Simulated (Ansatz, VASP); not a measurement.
**GaP in VASP and in Ansatz**

```
Ga P
1.0
     2.66488    2.66488    0.00000
    -2.66488    2.66488    0.00000
     0.00000    2.66488    2.76714
Ga P
1 1
Direct
  0.00000 0.00000 0.00000
  0.75000 0.25000 0.50000
```

Change from the starting cell: in-plane strain -0.02, out-of-plane length and atoms relaxed by PAW.

Alike in both runs: functional PBEsol; k mesh 8 × 8 × 8; no spin polarisation.

Ansatz relaxed the structure, and its values are those at the end. VASP's run is a single point on that final structure, the one shown.

```csv
,VASP,Ansatz
version,VASP 6.6.1,Ansatz 0.2.0
potentials or method,"VASP PAW PBE potentials, release 64 (Ga_d, P)","PAW with Ansatz's default frozen-core files, scalar-relativistic"
plane-wave cutoff (eV),520,420
occupations,"gaussian, width 0.01 eV",fixed
valence electrons in the cell,18,18
```

|  | VASP | Ansatz | Ansatz less VASP |
| --- | --- | --- | --- |
| gap on the k mesh at the Fermi level (eV) | 1.29 | 1.29 | -0.001 |
| pressure (GPa) | 1.9 | 2.0 | +0.10 |

Caveats: the PAW data sets were made with another functional, which shifts forces and pressure a little (VASP). A k mesh can miss the band edges.
